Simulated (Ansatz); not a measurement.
The following input was run with Ansatz 0.2.0.

```yaml
crystal:
  lattice:
    - [2.1343179896, 1.2204294497, 3.4583958898]
    - [-2.1399769203, 1.2231759099, 3.4608888306]
    - [-0.000450961, -2.4738441461, 3.4703273334]
  atoms:
    - { symbol: Pb, position: [0.9662924361, 0.9818983421, 0.979494055] }
    - { symbol: S, position: [0.4893088939, 0.4737029879, 0.476107275] }
basis:
  ecutwfc: 420
kpoints:
  mp_grid: { grid: [9, 9, 9] }
hamiltonian:
  xc: pbesol
scf:
  occupations: { method: gaussian, width: 0.02 }
output:
  forces: true
  stress: true
  eigenvalues: true
```

Command:
```bash
ansatz run input.yaml --threads 1 --pin off --max-ram 1331MiB --backend cpu --events-out ev --progress --plain --runs-dir out
```

The calculation used DFT PBEsol, scalar-relativistic, plane waves, PAW (Ansatz 0.2.0).

From the run's log, abridged (iterations and final results):

```
SCF iter   1: F=—  HF=-12640.896459 eV  |F-HF|=—  |Δ(HF+E_count)|=         —  Δρ=4.02e-3  dr2=1.73e-2  ethr=1.77e-3  ⟨swp⟩=6.4  Hψ=30990  notcnv=0
SCF iter   2: F=—  HF=-12640.890920 eV  |F-HF|=—  |Δ(HF+E_count)|=   5.54e-3  Δρ=1.73e-3  dr2=3.35e-3  ethr=8.65e-5  ⟨swp⟩=2.2  Hψ=9963  notcnv=0
SCF iter   3: F=—  HF=-12640.890074 eV  |F-HF|=—  |Δ(HF+E_count)|=   8.46e-4  Δρ=2.78e-4  dr2=5.23e-5  ethr=1.68e-5  ⟨swp⟩=2.1  Hψ=7774  notcnv=0
SCF iter   4: F=—  HF=-12640.890069 eV  |F-HF|=—  |Δ(HF+E_count)|=   5.13e-6  Δρ=1.36e-4  dr2=1.28e-5  ethr=2.61e-7  ⟨swp⟩=2.0  Hψ=8760  notcnv=0
SCF iter   5: F=—  HF=-12640.890065 eV  |F-HF|=—  |Δ(HF+E_count)|=   3.49e-6  Δρ=3.05e-5  dr2=3.80e-7  ethr=6.39e-8  ⟨swp⟩=2.0  Hψ=8731  notcnv=0
SCF iter   6: F=—  HF=-12640.890065 eV  |F-HF|=—  |Δ(HF+E_count)|=   9.51e-8  Δρ=1.77e-5  dr2=1.85e-7  ethr=5.00e-10  ⟨swp⟩=6.0  Hψ=25525  notcnv=0
SCF iter   7: F=-12640.890065 eV  HF=-12640.890065 eV  |F-HF|=1.58e-8  |Δ(HF+E_count)|=   8.05e-8  Δρ=5.57e-6  dr2=1.93e-8  ethr=5.00e-10  ⟨swp⟩=4.0  Hψ=16132  notcnv=0
SCF 1 converged in 7 iterations: F = -12640.890065 eV  dr2 = 1.93e-8
SCF converged after 7 iterations
Free energy (F): -12640.890065 eV
Harris-Foulkes:  -12640.890065 eV  (|F-HF|=1.58e-8)
Internal energy: -12640.890065 eV  (E = F + TS)
E sigma→0 (E₀):  -12640.890065 eV
Fermi energy:    7.767332 eV
--- Per-component energies (eV) ---
  E_band       = -68.979390
  E_kinetic    = 391.736350
  E_local      = -1258.117806  (includes V_loc(G=0)·N_el)
  E_nonlocal   = 380.696720
  E_hartree    = 486.124517
  E_xc         = -314.821738
  E_vxc        = -219.477739  (∫ρ·V_xc dr)
  E_paw        = -10837.326239  (= ΣΔE_a)
  E_vpaw       = -336.060449  (= ΣTr[D̂ρ^β])
  E_aug_tail   = 0.000048  (compensation charges beyond the density's cutoff)
  E_ewald      = -1489.305983
  E_core_change = 0.124066  (= ΣΔE_core)
  E_smearing   =  0.000000  (= −TS)
--- Forces (eV/Å), atoms counted from 1 ---
  atom   1  Pb    -0.00407378     0.00193235     0.00296039
  atom   2  S      0.00406856    -0.00193428    -0.00296355
--- Stress (GPa, compression-positive) ---
       -3.360183       0.036516       0.080958
        0.036516      -3.164505       0.262724
        0.080958       0.262724      -2.997017
  P = ⅓ Tr σ = -3.1739 GPa (-31.739 kbar)
--- Band table (eV; the first three rows and the last of 365) ---
  k-point 0: bands = ["-9.0996", "-9.0984", "-9.0980", "-9.0869", "-9.0840", "-5.6100", "1.4558", "5.5958", "5.6502", "5.6724", "12.5265", "12.5613", "12.6518", "14.2735"]
  k-point 1: bands = ["-9.0982", "-9.0972", "-9.0969", "-9.0863", "-9.0847", "-5.5111", "1.1431", "5.6679", "5.6880", "5.8488", "11.6020", "11.9941", "12.0642", "14.1942"]
  k-point 2: bands = ["-9.1025", "-9.0993", "-9.0959", "-9.0791", "-9.0775", "-5.2322", "0.4117", "5.7538", "5.7736", "6.3427", "10.1979", "10.9973", "11.0612", "14.2530"]
  k-point 364: bands = ["-9.1198", "-9.1089", "-9.0927", "-9.0626", "-9.0575", "-4.4147", "-0.9175", "5.2464", "5.8211", "6.9317", "8.5501", "9.8348", "10.5214", "15.7688"]
```

Self-consistency was reached.

Spin–orbit coupling is left out, which can shift energies with elements as heavy as these.